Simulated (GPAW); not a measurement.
**How the form of the self-energy moves the gap of MoSe2 (P6_3/mmc)**

Aim: compare treatments of exchange, screening and correlation for the gap of MoSe2 (P6_3/mmc).

Program: GPAW 26.7.0. Level of theory: PBE and many-body steps on it, plane waves. Results are calculated unless marked as measured.

The database entry behind the starting cell has ideal inner coordinates that were not refined, so it need not match the best structure at ambient conditions.

### 1. Set-up

Symmetry: P6_3/mmc, No. 194, hexagonal system. The conventional cell has a = 3.288 Å, b = 3.288 Å, c = 12.900 Å, α = 90.00°, β = 90.00°, γ = 120.00°. Nearest to Mo lie 6 Se at 2.49 Å. Nearest to Se lie 3 Mo at 2.49 Å. Farther neighbours and most contacts between anions are not listed.

Coordinates:

```cif
data_structure
_symmetry_space_group_name_H-M 'P6_3/mmc'
_symmetry_Int_Tables_number 194
_cell_length_a 3.2880
_cell_length_b 3.2880
_cell_length_c 12.9000
_cell_angle_alpha 90.000
_cell_angle_beta 90.000
_cell_angle_gamma 120.000
_cell_volume 120.78
loop_
_atom_site_label
_atom_site_type_symbol
_atom_site_symmetry_multiplicity
_atom_site_Wyckoff_symbol
_atom_site_fract_x
_atom_site_fract_y
_atom_site_fract_z
_atom_site_occupancy
Mo1 Mo 2 c 0.33333 0.66667 0.25000 1
Se1 Se 4 f 0.33333 0.66667 0.62500 1
```

The cell and positions come from the Crystallography Open Database and are kept as given unless a step says otherwise.

### 2. Empty states on the mesh, 3×3×1 mesh, 153 bands

This step: GPAW 26.7.0; DFT, PBE, plane waves, PAW.

The sums over transitions need many empty states on a uniform mesh; this step solves for them.

Input file run.py:

```python
import json
import numpy as np
from gpaw.mpi import world
from gpaw import GPAW

calc = GPAW('gs.gpw').fixed_density(kpts={'size': (3, 3, 1), 'gamma': True},
    nbands=178,
    convergence={'bands': 153},
    txt='nscf.txt')
calc.write('full.gpw', mode='all')
res = {}
kpts = calc.get_ibz_k_points()
res['kpts'] = kpts
res['eigenvalues'] = [calc.get_eigenvalues(kpt=k) for k in range(len(kpts))]
res['n_electrons'] = calc.get_number_of_electrons()

if world.rank == 0:
    with open('result.json', 'w') as f:
        json.dump(res, f, default=lambda x: x.tolist())
```

The run is started by

```sh
$ mpirun -n 4 gpaw python run.py
```

Numbers of over 12 decimals in the logs are rounded to 6 here.

What it wrote:

```text
Diagonalizing LCAO Hamiltonian
Converting LCAO to pw mode
convergence criteria:
- Maximum integral of absolute [eigenst]ate change: 4e-08 eV^2 / valence electron
maximum number of iterations: 100

SCF iterations
|iter     |     time |      energy | eigst |  dens |
|iter:   1|  |             | +3.85 |       |
|iter:   2|  |             | +2.62 |       |
|iter:   3|  |             | +1.49 |       |
[...]
|iter:  13|  |             | -6.42 |       |
|iter:  14|  |             | -7.08 |       |
|iter:  15|  |             | -7.50c|       |
SCF steps: 15
  __  _  _
 | _ |_)|_||  |
 |__||  | ||/\| - 26.7.0

Input parameters:
  mode=PW(ecut=450.000000),
  convergence={'bands': 153},
  gpts=array([18, 18, 64]),
  kpts=MonkhorstPack(size=(3, 3, 1), gamma=True),
  maxiter=100,
  nbands=178,
  occupations=Occupations(name='fermi-dirac', width=0.001, fixmagmom=False),
  parallel={},
  xc=XC(name='PBE')
# Writing to full.gpw (mode='all')
  [... matrices ...]

timing:  # [seconds]
  Total: 0.081  # ━━━━━━━━━━━━━━━━━━━━━━━━━━━━━━━━━━━━━━━━━━━━━━━━━━━━━━━━━━━
```

The job ended after 28 s (4 MPI ranks of Arm Neoverse N1, shared host; peak memory 0.7 GiB; 1.9 min of CPU time).

This step gave:

```yaml
gap: 0.8685 eV
k_of_the_valence_top: 0, 0, 0
k_of_the_conduction_bottom: 0.3333, 0.3333, 0
least_direct_gap: 1.361 eV
k_points_computed: 3
lowest_point_of_the_top_converged_band_above_the_valence_top: 50.1130 eV
```

On this mesh the gap is 0.869 eV.

### 3. G0W0, Godby-Needs plasmon pole

Now the one-shot GW correction: screening in the RPA, then the self-energy of the levels asked for.

This step: G0W0 on PBE, plane waves, PAW.

Input file run.py:

```python
import json
import numpy as np
from gpaw.mpi import world
from gpaw.response.g0w0 import G0W0

gw = G0W0('full.gpw',
    filename='gw',
    kpts=[0, 2],
    bands=(24, 28),
    ecut=65,
    nbands=143,
    integrate_gamma='WS',
    ppa=True)
gw.calculate()
res = {mode: {k: v for k, v in r.items() if k != 'sigma_eskwn'}
       for mode, r in gw.all_results.items()}

if world.rank == 0:
    with open('result.json', 'w') as f:
        json.dump(res, f, default=lambda x: x.tolist())
```

The run is started by

```sh
$ mpirun -n 4 gpaw python run.py
```

What it wrote:

```text
Using integrator: PointIntegrator
FrequencyGridDescriptor(from 0.000+0.000j to 0.000+27.211j eV, 2 points)
Nonperiodic BCs:  [False False False]
Using integrator: PointIntegrator
FrequencyGridDescriptor(from 0.000+0.000j to 0.000+27.211j eV, 2 points)
Nonperiodic BCs:  [False False False]
  ___  _ _ _
 |   || | | |
 | | || | | |
 |__ ||_____|
 |___|

BZ k-points: Symmetries present (total): 12

  [... matrices ...]
9 k-points: 3 x 3 x 1 Monkhorst-Pack grid
3 k-points in the irreducible part of the Brillouin zone
       k-points in crystal coordinates                weights
   0:     0.00000000    0.00000000    0.00000000          1/9
   1:     0.33333333    0.00000000    0.00000000          6/9
   2:     0.33333333    0.33333333    0.00000000          2/9

Distributing spins, k-points and bands (1 x 2 x 4) over 4 processes
Number of blocks: 1

Quasi particle states:
k-points (IBZ indices): [0, 2]
Band range: (24, 28)
  [... matrices ...]
Computational parameters:
Plane wave cut-off: 65 eV
Number of bands: 143
Coulomb cutoff: None
Broadening: 0.1 eV

fxc modes: GW
Kernel: RPA
Using Godby-Needs plasmon-pole approximation:
  Fitting energy: i*E0, E0 = 1.000 Hartree
Summing all q:

Calculating screened Coulomb potential
No Coulomb truncation
FrequencyGridDescriptor(from 0.000+0.000j to 0.000+27.211j eV, 2 points)
Removing empty qpoint cache files...

Calculating chi0 body with:
    Ground state adapter containing:
    Number of spins: 1
    Number of kpoints: 9
    Number of irreducible kpoints: 3
    Number of completely occupied states: 26
    Number of partially occupied states: 26
    Occupied states memory: 8.2265625 M / cpu

    Linear response parametrization:
    q_c: [0.0, 0.0, 0.0]
    Number of frequency points: 2
    Planewave cutoff: 65.0
    Number of bands: 143
    Number of planewaves: 149
    Broadening (eta): 1e-06
    comm.size: 4
    kncomm.size: 4
    blockcomm.size: 1

    Memory estimate of potentially large arrays:
        chi0_wGG: 0.677521 M / cpu
Integrating chi0 body.

Symmetries of q_c:
    Direct symmetries (Uq -> q): 12
    Indirect symmetries (TUq -> q): 0
In total 12 allowed symmetries.

  [... matrices ...]
3 groups of equivalent kpoints. 66.666667% reduction.

Integral kind: response function
Integrating chi0 head and wings.

Symmetries of q_c:
    Direct symmetries (Uq -> q): 12
    Indirect symmetries (TUq -> q): 0
In total 12 allowed symmetries.

  [... matrices ...]
3 groups of equivalent kpoints. 66.666667% reduction.

Integral kind: response function wings

Calculating chi0 body with:
    Ground state adapter containing:
    Number of spins: 1
    Number of kpoints: 9
    Number of irreducible kpoints: 3
    Number of completely occupied states: 26
    Number of partially occupied states: 26
    Occupied states memory: 8.2265625 M / cpu

[... the further q-points ...]

Results:
f:      Occupation numbers
eps:     KS-eigenvalues [eV]
vxc:     KS vxc [eV]
exx:     Exact exchange [eV]
sigma:   Self-energies [eV]
dsigma:  Self-energy derivatives
Z:       Renormalization factors
qp:      QP-energies [eV]

k-point 0 (0): (0.000, 0.000, 0.000)                GW
band       f     eps     vxc     exx   sigma  dsigma       Z      qp
                                                                   GW
  24   1.000   7.571 -15.830 -18.009   2.172  -0.257   0.796   7.565
  25   1.000   8.447 -19.227 -19.543   1.115  -0.282   0.780   9.070
  26   0.000  10.848 -18.266 -13.769  -3.282  -0.266   0.790  11.808
  27   0.000  10.848 -18.266 -13.769  -3.283  -0.266   0.790  11.807

k-point 1 (2): (0.333, 0.333, 0.000)                GW
band       f     eps     vxc     exx   sigma  dsigma       Z      qp
                                                                   GW
  24   1.000   7.784 -18.453 -19.292   1.455  -0.285   0.778   8.263
  25   1.000   7.955 -19.052 -19.811   1.455  -0.286   0.778   8.496
  26   0.000   9.315 -20.344 -15.539  -3.239  -0.292   0.774  10.527
  27   0.000   9.315 -20.344 -15.539  -3.239  -0.292   0.774  10.527
```

Wall time 21 s (4 MPI ranks); peak memory 1.4 GiB; 82 s of CPU time.

Numbers from this step:

* G0W0 gap on the points computed: 1.457 eV
* least direct G0W0 gap on the computed points: 2.032 eV
* Z at the valence top: 0.7800
* Z at the conduction bottom: 0.7739
* starting gap on the mesh: 0.8685 eV
* k of the valence top: 0, 0, 0
* k of the conduction bottom: 0.3333, 0.3333, 0

The gap on the mesh goes from 0.87 eV to 1.46 eV, a correction of +0.59 eV.

### 4. G0W0, full frequency, Hilbert transform

Edit run.py of step 3 so:

```diff
@@ -12,3 +12,5 @@
     integrate_gamma='WS',
-    ppa=True)
+    frequencies={'type': 'nonlinear', 'domega0': 0.1, 'omega2': 15.0},
+    eta=0.1,
+    nblocksmax=True)
 gw.calculate()
```

The run is started by

```sh
$ mpirun -n 4 gpaw python run.py
```

What it wrote:

```text
Using integrator: PointIntegrator
NonLinearFrequencyDescriptor(from 0.000 to 112.586 eV, 275 points)
Nonperiodic BCs:  [False False False]
Using integrator: PointIntegrator
NonLinearFrequencyDescriptor(from 0.000 to 112.586 eV, 275 points)
Nonperiodic BCs:  [False False False]
  ___  _ _ _
 |   || | | |
 | | || | | |
 |__ ||_____|
 |___|

BZ k-points: Symmetries present (total): 12

  [... matrices ...]
9 k-points: 3 x 3 x 1 Monkhorst-Pack grid
3 k-points in the irreducible part of the Brillouin zone
       k-points in crystal coordinates                weights
   0:     0.00000000    0.00000000    0.00000000          1/9
   1:     0.33333333    0.00000000    0.00000000          6/9
   2:     0.33333333    0.33333333    0.00000000          2/9

Distributing spins, k-points and bands (1 x 2 x 4) over 1 process
Number of blocks: 4

Quasi particle states:
k-points (IBZ indices): [0, 2]
Band range: (24, 28)
  [... matrices ...]
Computational parameters:
Plane wave cut-off: 65 eV
Number of bands: 143
Coulomb cutoff: None
Broadening: 0.1 eV

fxc modes: GW
Kernel: RPA
Using full-frequency real axis integration
Summing all q:

Calculating screened Coulomb potential
No Coulomb truncation
NonLinearFrequencyDescriptor(from 0.000 to 112.586 eV, 275 points)
Removing empty qpoint cache files...

Calculating chi0 body with:
    Ground state adapter containing:
    Number of spins: 1
    Number of kpoints: 9
    Number of irreducible kpoints: 3
    Number of completely occupied states: 26
    Number of partially occupied states: 26
    Occupied states memory: 8.2265625 M / cpu

    Linear response parametrization:
    q_c: [0.0, 0.0, 0.0]
    Number of frequency points: 275
    Planewave cutoff: 65.0
    Number of bands: 143
    Number of planewaves: 149
    Broadening (eta): 0.1
    comm.size: 4
    kncomm.size: 1
    blockcomm.size: 4

    Memory estimate of potentially large arrays:
        chi0_wGG: 23.289776 M / cpu
Integrating chi0 body.

Symmetries of q_c:
    Direct symmetries (Uq -> q): 12
    Indirect symmetries (TUq -> q): 0
In total 12 allowed symmetries.

  [... matrices ...]
3 groups of equivalent kpoints. 66.666667% reduction.

Integral kind: spectral function
Integrating chi0 head and wings.

Symmetries of q_c:
    Direct symmetries (Uq -> q): 12
    Indirect symmetries (TUq -> q): 0
In total 12 allowed symmetries.

  [... matrices ...]
3 groups of equivalent kpoints. 66.666667% reduction.

Integral kind: spectral function wings

Calculating chi0 body with:
    Ground state adapter containing:
    Number of spins: 1
    Number of kpoints: 9
    Number of irreducible kpoints: 3
    Number of completely occupied states: 26
    Number of partially occupied states: 26
    Occupied states memory: 8.2265625 M / cpu

[... the further q-points ...]

Results:
f:      Occupation numbers
eps:     KS-eigenvalues [eV]
vxc:     KS vxc [eV]
exx:     Exact exchange [eV]
sigma:   Self-energies [eV]
dsigma:  Self-energy derivatives
Z:       Renormalization factors
qp:      QP-energies [eV]

k-point 0 (0): (0.000, 0.000, 0.000)                GW
band       f     eps     vxc     exx   sigma  dsigma       Z      qp
                                                                   GW
  24   1.000   7.571 -15.830 -18.009   2.173  -0.327   0.753   7.566
  25   1.000   8.447 -19.227 -19.543   1.147  -0.353   0.739   9.061
  26   0.000  10.848 -18.266 -13.769  -3.288  -0.364   0.733  11.735
[...]
k-point 1 (2): (0.333, 0.333, 0.000)                GW
band       f     eps     vxc     exx   sigma  dsigma       Z      qp
                                                                   GW
[...]
26   0.000   9.315 -20.344 -15.539  -3.222  -0.376   0.727  10.466
  27   0.000   9.315 -20.344 -15.539  -3.222  -0.377   0.726  10.464
```

The job ended after 62 s (4 MPI ranks; peak memory 1.5 GiB; 4.2 min of CPU time).

This step gave:

```yaml
g0w0_gap_on_the_points_computed: 1.404 eV
least_direct_g0w0_gap_on_the_computed_points: 1.960 eV
z_at_the_valence_top: 0.7393
z_at_the_conduction_bottom: 0.7262
starting_gap_on_the_mesh: 0.8685 eV
k_of_the_valence_top: 0, 0, 0
k_of_the_conduction_bottom: 0.3333, 0.3333, 0
```

Against G0W0 in GPAW (3×3×1 mesh, 143 bands, screening to 65 eV, Godby-Needs plasmon pole), the gap moves by −0.053 eV.

### 5. G0W0, multipole

Edit run.py of step 4 so:

```diff
@@ -12,5 +12,3 @@
     integrate_gamma='WS',
-    frequencies={'type': 'nonlinear', 'domega0': 0.1, 'omega2': 15.0},
-    eta=0.1,
-    nblocksmax=True)
+    mpa={'npoles': 4, 'wrange': [0, 40], 'varpi': 20.0, 'eta0': 0.01, 'eta_rest': 1.0, 'alpha': 1})
 gw.calculate()
```

The run is started by

```sh
$ mpirun -n 4 gpaw python run.py
```

What it wrote:

```text
Using integrator: PointIntegrator
FrequencyGridDescriptor(from 0.000+0.010j to 40.000+20.000j eV, 8 points)
Nonperiodic BCs:  [False False False]
Using integrator: PointIntegrator
FrequencyGridDescriptor(from 0.000+0.010j to 40.000+20.000j eV, 8 points)
Nonperiodic BCs:  [False False False]
  ___  _ _ _
 |   || | | |
 | | || | | |
 |__ ||_____|
 |___|

BZ k-points: Symmetries present (total): 12

  [... matrices ...]
9 k-points: 3 x 3 x 1 Monkhorst-Pack grid
3 k-points in the irreducible part of the Brillouin zone
       k-points in crystal coordinates                weights
[...]
GW
  24   1.000   7.571 -15.830 -18.009   2.183  -0.309   0.764   7.574
  25   1.000   8.447 -19.227 -19.543   1.151  -0.344   0.744   9.068
  26   0.000  10.848 -18.266 -13.769  -3.284  -0.325   0.754  11.764
[...]
k-point 1 (2): (0.333, 0.333, 0.000)                GW
band       f     eps     vxc     exx   sigma  dsigma       Z      qp
                                                                   GW
[...]
26   0.000   9.315 -20.344 -15.539  -3.226  -0.360   0.735  10.476
  27   0.000   9.315 -20.344 -15.539  -3.226  -0.360   0.735  10.476
```

Wall time 28 s (4 MPI ranks); peak memory 1.4 GiB.

Numbers from this step:

```yaml
g0w0_gap_on_the_points_computed: 1.408 eV
least_direct_g0w0_gap_on_the_computed_points: 1.970 eV
starting_gap_on_the_mesh: 0.8685 eV
k_of_the_valence_top: 0, 0, 0
k_of_the_conduction_bottom: 0.3333, 0.3333, 0
```

Against G0W0 in GPAW (3×3×1 mesh, 143 bands, screening to 65 eV, Godby-Needs plasmon pole), the gap moves by −0.049 eV.

### 6. Side by side

Times are wall times on 4 MPI ranks of Arm Neoverse N1, shared host, good to a factor of about two.

```tsv
run	mesh	bands	screening cutoff (eV)	DFT gap (eV)	gap on the mesh (eV)	direct (eV)	time
G0W0, Godby-Needs plasmon pole	3×3×1	143	65	0.869	1.457	2.032	21 s
G0W0, full frequency, Hilbert transform	3×3×1	143	65	0.869	1.404	1.960	62 s
G0W0, multipole	3×3×1	143	65	0.869	1.408	1.970	28 s
```

### 7. Results

```
G0W0, Godby-Needs plasmon pole          : 1.457 eV
G0W0, full frequency, Hilbert transform : 1.404 eV
G0W0, multipole                         : 1.408 eV
known limits                            : not at the basis limit; no spin-orbit coupling; coarse k mesh
```

G0W0, full frequency, Hilbert transform: −0.053 eV against G0W0, Godby-Needs plasmon pole. G0W0, multipole: −0.049 eV against G0W0, Godby-Needs plasmon pole. Bands and cutoff are finite, so the gap is not at the basis limit. The miss can reach some tenths of an eV and take either sign; the mesh is an error of its own. These stock PAW sets were not made for GW; the filled d or f shell of Se lies in the frozen core, which bears on start and correction. In the G0W0 runs levels were corrected at 2 k points alone, so a gap called «on the mesh» is the least over those, and an edge elsewhere would be missed. The 3×3×1 mesh is coarse for this cell, which bears on the long-range parts of exchange and screening. The many-body steps are scalar-relativistic: spin-orbit coupling is not in them.

[Paths, hosts, dates, memory and timing lines, banners, echoed tables and standing remarks are left out of the program output.]

[Logs are printed without paths, hosts, clocks, repeated set-up lines and the standing remarks that a program may print on its own settings, such as how far it seeks lower states.]

[Runs of the session that timed out or met a known fault of the program may be left out.]

[Hosts, paths, dates, database ids (printed as entryN), source tags and the programs' standing remarks are cut or masked in the printed files.]
